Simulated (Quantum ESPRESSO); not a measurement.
# InP (F-43m) in Quantum ESPRESSO: further runs, part 4 of 4

Quantum ESPRESSO 7.5.

**6. Dielectric tensor, PBE, spin-orbit coupling, no magnetisation**

pw.in

```
&CONTROL
  calculation = 'scf'
  prefix = 'pwscf'
  outdir = './tmp'
  pseudo_dir = './pseudo'
  tprnfor = .true.
  tstress = .true.
  disk_io = 'low'
/
&SYSTEM
  ibrav = 0
  nat = 2
  ntyp = 2
  ecutwfc = 70
  nbnd = 30
  occupations = 'smearing'
  smearing = 'fd'
  degauss = 0.00367493
  noncolin = .true.
  lspinorb = .true.
/
&ELECTRONS
  conv_thr = 4d-10
  electron_maxstep = 120
  mixing_beta = 0.5
/
ATOMIC_SPECIES
In   114.8180 In.upf
P     30.9738 P.upf
CELL_PARAMETERS angstrom
   0.0000000000    2.9305000000    2.9305000000
   2.9305000000    0.0000000000    2.9305000000
   2.9305000000    2.9305000000    0.0000000000
ATOMIC_POSITIONS crystal
In     0.0000000000    0.0000000000    0.0000000000
P      0.7500000000    0.7500000000    0.7500000000
K_POINTS automatic
6 6 6 1 1 1
```

scf2.in

```
&CONTROL
  calculation = 'scf'
  prefix = 'pwscf'
  outdir = './tmp'
  pseudo_dir = './pseudo'
  tprnfor = .true.
  tstress = .true.
  disk_io = 'low'
/
&SYSTEM
  ibrav = 0
  nat = 2
  ntyp = 2
  ecutwfc = 70
  nbnd = 30
  occupations = 'fixed'
  noncolin = .true.
  lspinorb = .true.
/
&ELECTRONS
  conv_thr = 1d-13
  electron_maxstep = 120
  mixing_beta = 0.5
  startingpot = 'file'
  startingwfc = 'file'
/
ATOMIC_SPECIES
In   114.8180 In.upf
P     30.9738 P.upf
CELL_PARAMETERS angstrom
   0.0000000000    2.9305000000    2.9305000000
   2.9305000000    0.0000000000    2.9305000000
   2.9305000000    2.9305000000    0.0000000000
ATOMIC_POSITIONS crystal
In     0.0000000000    0.0000000000    0.0000000000
P      0.7500000000    0.7500000000    0.7500000000
K_POINTS automatic
6 6 6 1 1 1
```

ph.in

```
dielectric of InP
&INPUTPH
  prefix = 'pwscf'
  outdir = './tmp'
  tr2_ph = 1d-16
  fildyn = 'dyn'
  niter_ph = 60
  alpha_mix(1) = 0.7
  epsil = .true.
  trans = .false.
  zeu = .true.
/
0.0000000000 0.0000000000 0.0000000000
```

Potentials or basis: PseudoDojo 0.4 FR PBE standard.

Run with:

```console
OMP_NUM_THREADS=1 pw.x -in pw.in > pw.out
OMP_NUM_THREADS=1 pw.x -in scf2.in > scf2.out
OMP_NUM_THREADS=1 ph.x -in ph.in > ph.out
```

pw.out:

```text
This program is part of the open-source Quantum ESPRESSO suite
     for quantum simulation of materials; please cite
[... 9 lines left out ...]
     --------------------
     sticks:   dense  smooth     PW     G-vecs:    dense   smooth      PW
     Sum        1177    1177    361                26813    26813    4477

     Using Slab Decomposition

     bravais-lattice index     =            0
     lattice parameter (alat)  =       7.8317  a.u.
     unit-cell volume          =     339.6658 (a.u.)^3
     number of atoms/cell      =            2
     number of atomic types    =            2
     number of electrons       =        18.00
     number of Kohn-Sham states=           30
     kinetic-energy cutoff     =      70.0000  Ry
     charge density cutoff     =     280.0000  Ry
     scf convergence threshold =      4.0E-10
     mixing beta               =       0.5000
[... 285 lines left out ...]
    -6.6250  -6.6089  -2.4461  -2.4410   2.0265   2.0327   4.4702   4.5671
     5.0824   5.1609   9.8409   9.8852  10.7128  10.7422  13.1499  13.2937
    14.8593  15.0079  16.1564  16.2206  18.4104  18.4877
[... 73 lines left out ...]
    -7.5911  -7.5482  -7.5114  -7.4979  -6.8134  -6.7082  -6.6938  -6.6683
    -6.6102  -6.6072  -2.4827  -2.4763   1.5790   1.5871   4.7700   4.8439
     5.8885   5.8994   9.7598   9.7771  11.6061  11.6370  12.6736  12.6793
    14.2055  14.2790  16.4522  16.6247  16.8290  16.8651

     the Fermi energy is     7.8078 ev

!    total energy              =    -146.72458025 Ry
     estimated scf accuracy    <          1.9E-10 Ry
     smearing contrib. (-TS)   =      -0.00000000 Ry
     internal energy E=F+TS    =    -146.72458024 Ry

     The total energy is F=E-TS. E is the sum of the following terms:
     one-electron contribution =     -49.60753338 Ry
     hartree contribution      =      36.79874771 Ry
     xc contribution           =     -44.19539037 Ry
     ewald contribution        =     -89.72040420 Ry

     convergence has been achieved in   9 iterations

     Forces acting on atoms (cartesian axes, Ry/au):

     atom    1 type  1   force =     0.00000000   -0.00000000   -0.00000000
     atom    2 type  2   force =    -0.00000000    0.00000000    0.00000000

     Total force =     0.000000     Total SCF correction =     0.000000

     Computing stress (Cartesian axis) and pressure

          total   stress  (Ry/bohr**3)                   (kbar)     P=       34.00
   0.00023111  -0.00000000  -0.00000000           34.00       -0.00       -0.00
  -0.00000000   0.00023111  -0.00000000           -0.00       34.00       -0.00
  -0.00000000  -0.00000000   0.00023111           -0.00       -0.00       34.00

=------------------------------------------------------------------------------=
   JOB DONE.
=------------------------------------------------------------------------------=
```

scf2.out:

```text
This program is part of the open-source Quantum ESPRESSO suite
     for quantum simulation of materials; please cite
[... 9 lines left out ...]
     --------------------
     sticks:   dense  smooth     PW     G-vecs:    dense   smooth      PW
     Sum        1177    1177    361                26813    26813    4477
[... 360 lines left out ...]
   0.00023092   0.00000000   0.00000000           33.97        0.00        0.00
   0.00000000   0.00023092   0.00000000            0.00       33.97        0.00
   0.00000000   0.00000000   0.00023092            0.00        0.00       33.97

=------------------------------------------------------------------------------=
   JOB DONE.
=------------------------------------------------------------------------------=
```

It took 18 min on 1 thread of Arm Neoverse V2, shared host; peak memory 0.19 GiB.

Results:

| Quantity | Value |
| --- | --- |
| Free energy | -1996.2896 eV |
| Pressure | 3.4 GPa |
| Electronic dielectric tensor (diagonal) | 10.96 |
| Born charges (mean of the diagonal) | In +2.53; P -2.53 e |

Electronic dielectric tensor:
```
10.96  0.00  0.00
 0.00 10.96  0.00
 0.00  0.00 10.96
```

Born effective charge tensors (e):
atom 1, In
```
2.53 0.00 0.00
0.00 2.53 0.00
0.00 0.00 2.53
```
atom 2, P
```
-2.53  0.00  0.00
 0.00 -2.53  0.00
 0.00  0.00 -2.53
```

Caveat: the cell is more than 3 GPa from zero pressure, which shifts response properties; the shifted mesh misses Γ, where the gap is smaller or closed, so treating the crystal as an insulator may be wrong and the dielectric response too small.

**7. The runs side by side**

| task | level | potentials or basis | spin | cell | k mesh | cutoff (eV) | q mesh | k mesh for the Wannier functions | pressure (GPa) |
| --- | --- | --- | --- | --- | --- | --- | --- | --- | --- |
| phonons | PBE | SSSP 1.3 efficiency PBE | off | relaxed | 8 × 8 × 8, shifted | 748 | - | - | 0.0 |
| phonon dispersion | PBEsol | PseudoDojo 0.4.1 SR PBEsol standard | off | relaxed | 4 × 4 × 4, shifted | 952 | 2 × 2 × 2 | - | 0.0 |
| Wannier functions | PBEsol | PseudoDojo 0.4.1 SR PBEsol standard | off | as given | 8 × 8 × 8 | 952 | - | 5 × 5 × 5 | 0.7 |
| phonons | PBE+D2 | PseudoDojo 0.4.1 SR PBE standard | off | relaxed | 8 × 8 × 8, shifted | 952 | - | - | 0.0 |
| dielectric tensor | PBE | PseudoDojo 0.4 FR PBE standard | SOC, no magnetisation | as given | 6 × 6 × 6, shifted | 952 | - | - | 3.4 |

Alike in all rows: smearing fermi-dirac 0.05 eV.

Caveats: the shifted mesh misses Γ, where the gap is smaller or closed, so treating the crystal as an insulator may be wrong and the dielectric response too small (some runs); spin-orbit coupling is left out, which moves the levels of the heavy elements (some runs); the Wannier minimisation didn't converge (some runs); the cell is more than 3 GPa from zero pressure, which shifts response properties (some runs).

Absolute energies hang on the potentials; compare differences alone.

**8. How close it comes**

Step 2. A measured high-frequency dielectric constant of InP is 9.61 (300 K; a printed reference work, textbook); the calculated 11.71 misses it by +21.8 %.

Step 3. Against the measured high-frequency dielectric constant of InP, 9.61 (300 K; a printed reference work, textbook), the calculated 12.20 is off by +26.9 %.

Step 4. Against the measured gap of InP, 1.4236 eV (direct; 1.6 K; a printed reference work, data compilation), the calculated 0.61 eV is off by -0.81 eV. Spin-orbit coupling on In is left out. The value is that of PBEsol, without temperature or zero-point motion. Semilocal functionals fall short of measured gaps as a rule.

Step 5. A measured high-frequency dielectric constant of InP is 9.61 (300 K; a printed reference work, textbook); the calculated 10.78 misses it by +12.2 %.

Step 6. A measured high-frequency dielectric constant of InP is 9.61 (300 K; a printed reference work, textbook); the calculated 10.96 misses it by +14.0 %.
